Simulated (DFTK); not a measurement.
Runs of DFTK 0.8.2 on Bi. Symmetry: P2/m, No. 10, monoclinic system. Conventional cell: a = 3.238 Å, b = 3.222 Å, c = 6.444 Å, α = 90.00°, β = 90.72°, γ = 90.00°. Bi (site symmetry m) is surrounded by 6 Bi at 3.22 to 3.24 Å. This isn't the form of Bi at room conditions, which is rhombohedral.

| smearing | gap on the mesh (eV) | pressure (GPa) | largest force (eV/Å) |
| --- | --- | --- | --- |
| methfessel-paxton order 2 0.1 eV | none | 2.2 | 0.05 |
| fermi-dirac 0.1 eV | none | 2.2 | 0.01 |
| methfessel-paxton order 1 0.1 eV | none | 2.2 | (a) |
| cold 0.1 eV | none | 2.2 | 0.03 |
| gaussian 0.1 eV | none | 2.2 | (b) |

Alike in all rows: task single point; level PBE; potentials or basis dojo.nc.sr.pbe.v0_4_1.standard.upf (PBE); no spin polarisation; cell as given; k mesh 8 × 8 × 4; cutoff (eV) 1007.

Estimate the missing entries.

(a) 0.04; (b) 0.02.

Caveats: spin-orbit coupling is left out, which moves the levels of the heavy elements.

A k mesh can miss the band edges, and the runs leave out spin-orbit coupling on Bi.

A gap of «none» marks a metal or a gap under the smearing width.
